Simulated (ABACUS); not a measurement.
The system is CdTe.

```xyz
2
Lattice="-3.2050 0.0000 3.2050 0.0000 3.2050 3.2050 -3.2050 3.2050 0.0000" Properties=species:S:1:pos:R:3 pbc="T T T"
Te   -1.6025    1.6025    1.6025
Cd    0.0000    0.0000    0.0000
```

| Property | Result |
| --- | --- |
| Program | ABACUS 3.10.1 |
| Task | relaxation of cell and atoms |
| Functional | TM |
| Potentials or basis | SG15 ONCV 1.2 PBE |
| Cutoff | 1619 eV |
| Density cutoff | 6476 eV |
| Basis | plane waves |
| k mesh | 4 × 4 × 4 |
| Occupations | fermi-dirac, width 0.05 eV |
| Spin | no spin polarisation |

At the start: pressure 2.1 GPa; volume 32.92 Å³/atom.

**Question.** Where does the relaxation end?

**Answer.** Over 3 steps the energy falls by 10.1 meV/atom and the volume is 34.48 Å³/atom (+4.7 %); space group F-43m (No. 216, to 0.05 Å).

Step by step:
```tsv
step	energy change (eV)	largest force (eV/Å)	pressure (GPa)	volume (Å³)
1	0.0000	0.0000	2.15	65.84
2	-0.0169	0.0000	-0.77	70.30
3	-0.0202	0.0000	0.00	68.97
```

Final structure:
```yaml
crystal:
  lattice:
    - [-3.25492, 0.00000, 3.25492]
    - [0.00000, 3.25492, 3.25492]
    - [-3.25492, 3.25492, 0.00000]
  atoms:
    - { symbol: Te, position: [0.25000, 0.25000, 0.25000] }
    - { symbol: Cd, position: [0.00000, 0.00000, 0.00000] }
```

Caveat: the k mesh is coarse (spacing up to 0.42 Å⁻¹), so the values aren't converged; the potentials were made for another functional, which shifts forces and pressure.
